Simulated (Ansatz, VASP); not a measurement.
SiO2: VASP beside Ansatz

```
CELL_PARAMETERS angstrom
9.03385 0.00000 0.00000
0.00000 2.81205 0.00000
0.00000 0.00000 4.67158
ATOMIC_POSITIONS crystal
Si 0.16157 0.25000 0.95392
Si 0.83843 0.75000 0.04608
Si 0.33843 0.75000 0.45392
Si 0.66157 0.25000 0.54608
O 0.77324 0.25000 0.23848
O 0.22676 0.75000 0.76152
O 0.72676 0.75000 0.73848
O 0.27324 0.25000 0.26152
O 0.96517 0.25000 0.84681
O 0.03483 0.75000 0.15319
O 0.53483 0.75000 0.34681
O 0.46517 0.25000 0.65319
```

Alike in both runs: task single point; functional PBEsol; k mesh 2 × 6 × 4; occupations gaussian, width 0.1 eV; no spin polarisation.

```csv
,VASP,Ansatz
version,VASP 6.6.1,Ansatz 0.2.0
potentials or method,"VASP PAW PBE potentials, release 64 (Si, O)","scalar-relativistic, plane waves, PAW"
plane-wave cutoff (eV),520,420
valence electrons in the cell,64,64
```

Ansatz gave:

* pressure (GPa): -13.7
* largest component of the traceless stress (GPa): 32.76
* rms of the force components (eV/Å): 3.523

Which values does VASP return?

Pressure (GPa): -13.3; largest component of the traceless stress (GPa): 32.55; rms of the force components (eV/Å): 3.518.

Atom by atom the forces differ by 0.018 eV/Å (rms over components).

Caveats: the PAW data sets were made with another functional, which shifts forces and pressure a little (VASP).
